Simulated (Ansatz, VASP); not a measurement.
Ca: VASP beside Ansatz

INCAR

```
SYSTEM = Ca
PREC = Accurate
ENCUT = 520
EDIFF = 1E-6
ISMEAR = -1
SIGMA = 0.05
LREAL = .False.
LASPH = .True.
NELM = 80
ALGO = Normal
ISIF = 2
LWAVE = .False.
LCHARG = .False.
GGA = B5
ALDAX = 1.0
AGGAX = 1.0
AGGAC = 1.0
ALDAC = 0.0
NBANDS = 17
```

Contents of KPOINTS:

```
Automatic mesh
0
Gamma
  8 8 4
  0 0 0
```

File POSCAR:

```
Ca
1.0
    3.9800000000      0.0000000000      0.0000000000
   -1.9900000000      3.4467811071      0.0000000000
    0.0000000000      0.0000000000      6.5200000000
Ca
2
Direct
    0.6666666667      0.3333333333      0.7500000000
    0.3333333333      0.6666666667      0.2500000000
```

Contents of input.yaml:

```yaml
crystal:
  lattice:
    - [3.98, 0.0, 0.0]
    - [-1.99, 3.4467811071, 0.0]
    - [0.0, 0.0, 6.52]
  atoms:
    - { symbol: Ca, position: [0.6666666667, 0.3333333333, 0.75] }
    - { symbol: Ca, position: [0.3333333333, 0.6666666667, 0.25] }
kpoints:
  mp_grid: { grid: [8, 8, 4] }
  band_path:
    path:
      - [0.0, 0.0, 0.0]
      - [0.5, 0.0, 0.0]
      - [0.3333333333, 0.3333333333, 0.0]
      - [0.0, 0.0, 0.0]
      - [0.0, 0.0, 0.5]
      - [0.5, 0.0, 0.5]
      - [0.3333333333, 0.3333333333, 0.5]
      - [0.0, 0.0, 0.5]
    npoints: 10
scf:
  occupations: { method: fermi_dirac, width: 0.05 }
hamiltonian:
  xc: blyp
  pseudopotentials: { kind: all_electron, lapw: { basis_error: 0.001 } }
output:
  forces: true
  stress: true
  eigenvalues: true
```

Alike in both runs: functional BLYP; k mesh 8 × 8 × 4; occupations fermi-dirac, width 0.05 eV; no spin polarisation.

```csv
,VASP,Ansatz
version,VASP 6.6.1,Ansatz 0.2.0
potentials or method,"VASP PAW PBE potentials, release 64 (Ca_sv)","all-electron LAPW, scalar-relativistic"
plane-wave cutoff (eV),520,see its input
task,single point,band structure
```

VASP gave:

* gap on the k mesh at the Fermi level (eV): none
* pressure (GPa): -0.6
* largest component of the traceless stress (GPa): 0.16

Q: Which values does Ansatz return?

A: gap on the k mesh at the Fermi level (eV): none; pressure (GPa): -0.6; largest component of the traceless stress (GPa): 0.15.

A gap of «none» marks a metal or a gap that the smearing closes. Ansatz ran all-electron here, so the differences hold the error of VASP's frozen core and of both bases.

Caveats: the PAW data sets were made with another functional, which shifts forces and pressure a little (VASP).
